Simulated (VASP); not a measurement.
# Al2H5 (a cell with a defect) in VASP: single point with r2SCAN

Aim: the single point of Al2H5 (a cell with a defect) with r2SCAN.

Program: VASP 6.6.1. These are calculated values, not measurements. Logs are shortened: lines on timing, memory, paths and dates and some standing lists are left out, and cuts for length are marked.

## (1) The crystal as given

The cell holds a defect, 7 atoms: a = 4.373 Å, b = 4.462 Å, c = 4.728 Å, α = 117.37°, β = 118.93°, γ = 61.10°.

The cell was built by a generator and needn't be a form met in nature.

## (2) Single point, r2SCAN

Contents of POSCAR:

```
Al2H5
1.0
    2.2007310000      3.7782000000     -0.0619780000
   -2.2898680000      3.8296630000      0.0096890000
   -0.0337690000     -2.5626950000      3.9734510000
Al H
2 5
Direct
    0.0043850000      0.0031890000      0.9991950000
    0.5021270000      0.5093000000      0.5056150000
    0.8951580000      0.6180040000      0.7657680000
    0.2472800000      0.8782170000      0.7442590000
    0.6109820000      0.2436210000      0.7515060000
    0.7641320000      0.1154980000      0.2638740000
    0.3897100000      0.7353440000      0.2435510000
```

Contents of INCAR.step1:

```
SYSTEM = Al2H5
ALGO     = Normal         ! electronic algorithm
EDIFF    = 1E-4           ! SCF threshold, eV
ENCUT    = 520            ! plane-wave cutoff, eV
GGA      = PE             ! functional
ISMEAR   = -1             ! smearing method
LASPH    = .TRUE.         ! aspherical terms in the spheres
LCHARG   = .FALSE.        ! write CHGCAR
LREAL    = .FALSE.        ! projectors in reciprocal space
LWAVE    = .TRUE.         ! write WAVECAR
NBANDS   = 14             ! bands
NELECT   = 10.0         
NELM     = 100            ! most SCF steps
PREC     = Accurate       ! precision mode
SIGMA    = 0.1            ! smearing width, eV
```

Contents of INCAR.step2:

```
SYSTEM = Al2H5
ALGO     = Normal         ! electronic algorithm
EDIFF    = 1E-7           ! SCF threshold, eV
ENCUT    = 520            ! plane-wave cutoff, eV
ISIF     = 2              ! what is computed and relaxed
ISMEAR   = -1             ! smearing method
ISTART   = 1            
LASPH    = .TRUE.         ! aspherical terms in the spheres
LCHARG   = .FALSE.        ! write CHGCAR
LMIXTAU  = .TRUE.       
LREAL    = .FALSE.        ! projectors in reciprocal space
LWAVE    = .FALSE.        ! write WAVECAR
METAGGA  = R2SCAN         ! meta-GGA
NBANDS   = 14             ! bands
NELECT   = 10.0         
NELM     = 100            ! most SCF steps
PREC     = Accurate       ! precision mode
SIGMA    = 0.1            ! smearing width, eV
```

Contents of KPOINTS:

```
Automatic mesh
0
Gamma
  5 5 5
  0.5 0 0
```

Potentials or basis: VASP PAW PBE potentials, release 64 (Al, H).

Command:

```sh
$ cat potpaw_PBE.64/Al/POTCAR potpaw_PBE.64/H/POTCAR > POTCAR
$ cp INCAR.step1 INCAR
$ mpirun -np 1 vasp_std > vasp.out
$ cp INCAR.step2 INCAR
$ mpirun -np 1 vasp_std > vasp.out
```

OUTCAR:

```text
SYSTEM = Al2H5
   EDIFF = 1E-7
   ENCUT = 520
   ISIF = 2
   ISMEAR = -1
   ISTART = 1
   LASPH = .TRUE.
   LREAL = .FALSE.
   METAGGA = R2SCAN
   NELECT = 10.0
   NELM = 100
   PREC = Accurate

 ion  position               nearest neighbor table
   1  0.004  0.003  0.999-   5 1.70   3 1.71   4 1.71   7 1.74   6 1.76   2 3.18   2 3.21   2 3.23
                             2 3.24   2 3.25   2 3.31
   2  0.502  0.509  0.506-   7 1.70   3 1.71   4 1.72   5 1.78   6 1.78   1 3.18   1 3.21   1 3.23
                             1 3.24   1 3.25   1 3.31
   3  0.895  0.618  0.766-   2 1.71   1 1.71
   4  0.247  0.878  0.744-   1 1.71   2 1.72
   5  0.611  0.244  0.752-   1 1.70   2 1.78
   6  0.764  0.115  0.264-   1 1.76   2 1.78
   7  0.390  0.735  0.244-   2 1.70   1 1.74

  LATTYP: Found a triclinic cell.
 ALAT       =     7.8130973733
 B/A-ratio  =     0.5710989873
 C/A-ratio  =     0.5930906532
 COS(alpha) =     0.0130187878
 COS(beta)  =     0.2667390325
 COS(gamma) =     0.8717278949

  Lattice vectors:

 A1 = (  -6.7804670000,   3.8811260000,   0.0813560000)
 A2 = (  -2.2898680000,   3.8296630000,   0.0096890000)
 A3 = (  -2.1669620000,  -1.2155050000,  -3.9114730000)

Analysis of symmetry for initial positions (statically):
=====================================================================
 Subroutine PRICEL returns:
 Original cell was already a primitive cell.

 Routine SETGRP: Setting up the symmetry group for a
 triclinic supercell.

 Subroutine GETGRP returns: Found  1 space group operations
 (whereof  1 operations were pure point group operations)
 out of a pool of  2 trial point group operations.

The static configuration has the point symmetry C_1 .

Analysis of symmetry for dynamics (positions and initial velocities):
=====================================================================
 Subroutine PRICEL returns:
 Original cell was already a primitive cell.

 Routine SETGRP: Setting up the symmetry group for a
 triclinic supercell.

 Subroutine GETGRP returns: Found  1 space group operations
 (whereof  1 operations were pure point group operations)
 out of a pool of  2 trial point group operations.

The dynamic configuration has the point symmetry C_1 .

 Subroutine INISYM returns: Found  1 space group operations
 (whereof  1 operations are pure point group operations),
 and found     1 'primitive' translations

----------------------------------------------------------------------------------------

[... 116 lines left out ...]
   EFERMI =   0.00;   METHOD = LEGACY
   ISMEAR =    -1;   SIGMA  =   0.10  broadening in eV -4-tet -1-fermi 0-gaus
   EFERMI_NEDOS =   21; number of points for ismear=-14 and -15
   IALGO  =     38    algorithm
   IMIX   =      4    mixing-type and parameters
     AMIX     =   0.40;   BMIX     =  1.00
     AMIX_MAG =   1.60;   BMIX_MAG =  1.00
  volume/ion in A,a.u.               =       9.65        65.12
  Fermi-wavevector in a.u.,A,eV,Ry     =   0.866044  1.636586 10.204806  0.750032
  Thomas-Fermi vector in A             =   1.984375
   LORBIT       =      0    0 simple, 1 ext, 2 COOP (PROOUT), +10 PAW based schemes
   METAGGA = R2SCAN    functional components
   LHFCALC =     F    Hartree Fock is set to
   AEXX    =    0.0000 exact exchange contribution
   IVDW    =     0    specifies the selected vdW correction
   LEPSILON=     F    determine dielectric tensor
   LRPA    =     F    only Hartree local field effects (RPA)
 non-spin polarized calculation
  energy-cutoff  :      520.00
  volume of cell :       67.55
 maximum number of plane-waves:      1833
 NGX is ok and might be reduce to    36
   NGX = 17   NGY = 17   NGZ = 17

 number of electron      10.0000000 magnetization

 Free energy of the ion-electron system (eV)
  ---------------------------------------------------
  ext. energy  EPLUGINS =         0.00000000
  ---------------------------------------------------
  free energy    TOTEN  =       -32.50962784 eV

  energy without entropy =      -32.50471757  energy(sigma->0) =      -32.50717271

 E-fermi :   0.9182     XC(G=0):  -8.5550

 val. band max:        0.6036847082   @ k =   0.1000   0.2000  -0.0000
 cond. band min:       1.0598224398   @ k =   0.5000   0.4000   0.0000
 fundamental gap:      0.4561377316
 Fermi energy:         0.9181660060

 k-point     1 :       0.1000   -0.0000    0.0000
  band No.  band energies     occupation
      1      -7.5624      2.00000
      2      -1.5288      2.00000
      3      -1.2383      2.00000
      4      -0.3188      1.99999
      5       0.5314      1.95905
      6       3.7800      0.00000
      7       5.2554      0.00000
      8       7.2000      0.00000
      9       7.4497      0.00000
     10       7.8802      0.00000
     11       8.2978      0.00000
     12       9.2391      0.00000
     13       9.8750      0.00000
     14      11.7604      0.00000
[... 377 lines left out ...]
      1      -5.6237      2.00000
      2      -4.0732      2.00000
      3      -2.8659      2.00000
      4      -1.0272      2.00000
      5       0.1353      1.99920
      6       3.0855      0.00000
      7       6.4161      0.00000
      8       8.2435      0.00000
      9       8.8939      0.00000
     10       9.3962      0.00000
     11      10.5254      0.00000
     12      11.9893      0.00000
     13      12.9815      0.00000
     14      13.9499      0.00000

 [... further k-points ...]
[... 5 lines left out ...]
  --------------------------------------------------------------------------------------
  -------------------------------------------------------------------------------------
  Total       -9.5472305     -6.7300254     -8.0304921     -0.0372450      2.3110205      0.3155579
  in kB     -226.4556992   -159.6329523   -190.4793959     -0.8834336     54.8162899      7.4848805
  external PRESSURE =    -192.1893492 kB  Pullay stress =       0.0000000 kB

 VOLUME and BASIS-vectors are now :
 -----------------------------------------------------------------------------
  energy-cutoff  :      520.00
  volume of cell :       67.55
      direct lattice vectors                 reciprocal lattice vectors
     2.200731000  3.778200000 -0.061978000     0.225648139  0.134697010  0.088791146
    -2.289868000  3.829663000  0.009689000    -0.219901806  0.129427370  0.081605891
    -0.033769000 -2.562695000  3.973451000     0.004055882  0.001785408  0.252856376

 POSITION                                       TOTAL-FORCE (eV/Angst)
 -----------------------------------------------------------------------------------
     -0.03139     -2.53185      3.97001         0.699955     -1.936982     -1.079666
     -0.07826      2.55185      1.98285         0.905663      1.542986      1.369239
      0.52900      3.78640      2.99325        -0.094276     -0.130276     -0.073400
     -1.49194      2.39024      2.95046        -0.202702      0.010004     -0.001782
      0.76137      1.31552      2.95057        -0.442269      0.288249     -0.199015
      1.40826      2.65313      1.00225        -0.477912      0.065205      0.112329
     -0.83442      3.66438      0.95071        -0.388459      0.160813     -0.127706
 -----------------------------------------------------------------------------------
    total drift:                               -0.000055      0.000025      0.000032

  FREE ENERGIE OF THE ION-ELECTRON SYSTEM (eV)
  ---------------------------------------------------
  free  energy   TOTEN  =       -32.5096278394 eV

  energy  without entropy=      -32.5047175716  energy(sigma->0) =      -32.50717271
```

OUTCAR.step1:

```text
SYSTEM = Al2H5
   EDIFF = 1E-4
   ENCUT = 520
   GGA = PE
   ISMEAR = -1
   LASPH = .TRUE.
[... 657 lines left out ...]
      0.76137      1.31552      2.95057        -0.453550      0.201356     -0.199582
      1.40826      2.65313      1.00225        -0.400208      0.005769      0.113610
     -0.83442      3.66438      0.95071        -0.319210      0.207508     -0.137433
 -----------------------------------------------------------------------------------
    total drift:                                0.000569      0.000544     -0.000138

  FREE ENERGIE OF THE ION-ELECTRON SYSTEM (eV)
  ---------------------------------------------------
  free  energy   TOTEN  =       -25.8994261931 eV

  energy  without entropy=      -25.8897836658  energy(sigma->0) =      -25.89460493
```

It took 2.7 min on 1 thread of Intel Xeon Platinum 8488C (Sapphire Rapids), shared host; peak memory 0.23 GiB.

What came out:

| Quantity | Value |
| --- | --- |
| Free energy | -32.5096 eV |
| Largest force | 2.325 eV/Å |
| Band gap on the k mesh | 0.46 eV, indirect (least direct gap 0.70 eV) |

Forces in eV/Å, atoms in the order of the input:
```
Al   0.700 -1.937 -1.080
Al   0.906  1.543  1.369
H   -0.094 -0.130 -0.073
H   -0.203  0.010 -0.002
H   -0.442  0.288 -0.199
H   -0.478  0.065  0.112
H   -0.388  0.161 -0.128
```

Caveat: the cell carries a net charge on a neutralising background, which shifts energy and pressure; the cell is charged against a uniform background, so pressure and absolute levels hang on convention; the PAW data sets were made with another functional, which shifts forces and pressure a little. r2SCAN opens gaps a little over a GGA but as a rule still falls short of measured ones.
